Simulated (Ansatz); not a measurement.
Relaxation of PbSe

Theory: DFT PBEsol, scalar-relativistic, plane waves, PAW (Ansatz 0.2.0). (420 eV cutoff, 12×12×12 k-mesh, Gaussian smearing of 0.10 eV, no spin polarisation)

What was changed in ZrSe: Zr → Pb on all its sites, cell and atoms relaxed.

Spin–orbit coupling is left out, which can shift energies with elements as heavy as these.

Command:

```bash
ansatz run input.yaml --threads 1 --pin off --max-ram 1331MiB --backend cpu --events-out ev --progress --plain --runs-dir out
```

Input:

```yaml
crystal:
  lattice:
    - [4.0961979361, 0.0, 0.0]
    - [-2.048098968, 3.5474114716, 0.0]
    - [0.0, 0.0, 3.9040277948]
  atoms:
    - { symbol: Pb, position: [0.3333333333, 0.6666666667, 0.0] }
    - { symbol: Se, position: [0.6666666667, 0.3333333333, 0.5] }
basis:
  ecutwfc: 420
kpoints:
  mp_grid: { grid: [12, 12, 12] }
hamiltonian:
  xc: pbesol
scf:
  occupations: { method: gaussian, width: 0.1 }
output:
  forces: true
  stress: true
  eigenvalues: true
relax:
  adjacent_minimum: "off"
  f_tol: 0.01
  max_steps: 60
  cell: { stress_tol: 0.1 }
```

F is the free energy. Steps run on the plane waves of an earlier cell, but the last one, and at times one on the way, on a freshly chosen basis, so a repeated geometry can differ a little in energy.

Steps:

```json
{"step": "1", "F − F(1) (eV)": "0.0000", "largest force component (eV/Å)": "0.000", "V (Å³/atom)": "28.365", "P (GPa)": "0.29"}
{"step": "2", "F − F(1) (eV)": "-0.0013", "largest force component (eV/Å)": "0.000", "V (Å³/atom)": "28.645", "P (GPa)": "-0.02"}
{"step": "3", "F − F(1) (eV)": "-0.0013", "largest force component (eV/Å)": "0.000", "V (Å³/atom)": "28.644", "P (GPa)": "0.02"}
{"step": "4", "F − F(1) (eV)": "-0.0014", "largest force component (eV/Å)": "0.000", "V (Å³/atom)": "28.644", "P (GPa)": "0.02"}
```

Relaxed structure:

```xyz
2
Lattice="4.1290 0.0000 0.0000 -2.0645 3.5758 0.0000 0.0000 0.0000 3.8802" Properties=species:S:1:pos:R:3 pbc="T T T"
Pb    0.0000    2.3839    0.0000
Se    2.0645    1.1919    1.9401
```

The structure is hexagonal, space group P-6m2 (No. 187). Conventional cell: a = 4.129 Å, b = 4.129 Å, c = 3.880 Å, α = 90.00°, β = 90.00°, γ = 120.00°. Around Pb (site symmetry -6m2) lie 6 Se at 3.07 Å. Se (site symmetry -6m2) is surrounded by 6 Pb at 3.07 Å.

The run converged. The run took about 100 core-seconds.